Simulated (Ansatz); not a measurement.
A 2-atom cell of LiCl started from a crystallographic database (r2SCAN geometry), in Ansatz:

Space group Fm-3m (No. 225). a = 5.112 Å, b = 5.112 Å, c = 5.112 Å, α = 90.00°, β = 90.00°, γ = 90.00°

| atom | site | symmetry | x | y | z |
| --- | --- | --- | --- | --- | --- |
| Li | 4a | m-3m | 0.0000 | 0.0000 | 0.0000 |
| Cl | 4b | m-3m | 0.5000 | 0.0000 | 0.0000 |

G0W0@PBE with 125 empty bands, a screening cutoff of 140 eV and a 4×4×4 mesh (PAW, contour deformation) gives 8.852 eV over the mesh points, from a PBE gap of 6.385 eV; it sums over 130 bands with 137 plane waves in the screening and a wave cutoff of 420 eV. G0W0 values are finite-basis, finite-mesh values. No spin polarisation and no zero-point or thermal motion.

(1) Estimate the gap with starting point r2SCAN.

(2) Estimate the gap with potentials of the kind norm-conserving.

(3) Estimate the gap with empty bands 230, screening cutoff 210 eV.

(4) Estimate the gap with starting point HSE06.

Results:

(1) 9.317 eV (+0.465 eV), from a Kohn-Sham gap of 7.289 eV.

(2) 8.861 eV (+0.009 eV), from a Kohn-Sham gap of 6.385 eV.

(3) 8.942 eV (+0.090 eV), from a Kohn-Sham gap of 6.385 eV.

(4) 9.488 eV (+0.636 eV), from a Kohn-Sham gap of 7.791 eV.
